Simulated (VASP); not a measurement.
**B: single point with PBEsol**

The system is B.

```
CELL_PARAMETERS angstrom
1.77652 0.00000 0.00000
-0.88826 1.53851 0.00000
0.00000 0.00000 3.73911
ATOMIC_POSITIONS crystal
B 0.00000 0.00000 0.00000
```

The cell isn't the ideal one: strained and moved within a subgroup.

```json
{
 "Program": "VASP 6.6.1",
 "Task": "single point",
 "Functional": "PBEsol",
 "Potentials or basis": "VASP PAW PBE potentials, release 64 (B)",
 "Cutoff": "520 eV",
 "k mesh": "24 × 24 × 10",
 "Occupations": "gaussian, width 0.1 eV",
 "Spin": "no spin polarisation"
}
```

```json
{
 "Pressure": "-17.5 GPa",
 "Band gap on the k mesh": "none (metal or under the smearing width)"
}
```

Stress tensor (GPa, compression positive):
```
-25.78   0.00   0.00
  0.00 -25.78   0.00
  0.00   0.00  -1.06
```

Levels at points of the mesh, in eV from the Fermi level:
| k point | band 1 | band 2 | band 3 | band 4 | band 5 | band 6 |
| --- | --- | --- | --- | --- | --- | --- |
| (0.00, 0.00, 0.00) | -16.20 | -5.96 | 2.45 | 22.18 | 22.18 | 24.76 |
| (0.50, 0.00, 0.00) | -8.09 | 0.51 | 5.74 | 13.88 | 14.40 | 16.90 |
| (0.00, 0.00, 0.50) | -15.91 | -7.78 | 8.74 | 13.36 | 22.18 | 22.18 |
| (0.50, 0.00, 0.50) | -8.02 | 0.89 | 4.75 | 10.78 | 14.42 | 22.01 |

Wall time 12 s on 1 thread of Intel(R) Xeon(R) Platinum 8488C (Sapphire Rapids), with other jobs on the host, peak memory 0.13 GiB.

Caveat: so large a pressure means that the cell lies far from this level's equilibrium, or that cutoff or potentials fall short; the potentials were made for another functional, which shifts forces and pressure.
